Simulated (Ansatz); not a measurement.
InPd:

```
CELL_PARAMETERS angstrom
3.27188 0.00000 0.00000
0.00000 3.27188 0.00000
0.00000 0.00000 3.27188
ATOMIC_POSITIONS crystal
In 0.00000 0.00000 0.00000
Pd 0.50000 0.50000 0.50000
```

The cell comes from a database or a generator and needn't be the stable form of this composition.

```yaml
Program: Ansatz 0.2.0
Task: relaxation of cell and atoms
Functional: PBEsol
Potentials_or_basis: Ansatz PAW
Cutoff: "420 eV (not typed: the program's choice for these potentials)"
k_mesh: 8 × 8 × 8
Occupations: fermi-dirac, width 0.05 eV
Spin: no spin polarisation
```

At the start: volume 17.51 Å³/atom.

Question: How do energy, volume and symmetry change on relaxing?

Answer: It ends after 4 steps and the volume is 17.11 Å³/atom (-2.3 %); space group Pm-3m (No. 221, to 0.05 Å).

Step by step:
| step | energy change (eV) | largest force (eV/Å) | volume (Å³) |
| --- | --- | --- | --- |
| 1 | 0.0000 | 0.0000 | 35.03 |
| 2 | -0.0078 | 0.0000 | 34.29 |
| 3 | -0.0079 | 0.0000 | 34.23 |
| 4 | -0.0076 | 0.0000 | 34.23 |

Final structure:
```
In Pd
1.0
     3.24676    0.00000    0.00000
     0.00000    3.24676    0.00000
     0.00000    0.00000    3.24676
In Pd
1 1
Cartesian
  0.0000 0.0000 0.0000
  1.6234 1.6234 1.6234
```

Caveat: the plane-wave basis is chosen anew once the cell has moved, so the energies of steps on either side of that aren't comparable; the PAW data sets come from PBE, with cores solved anew for the run's functional, which leaves a small shift of forces and pressure.
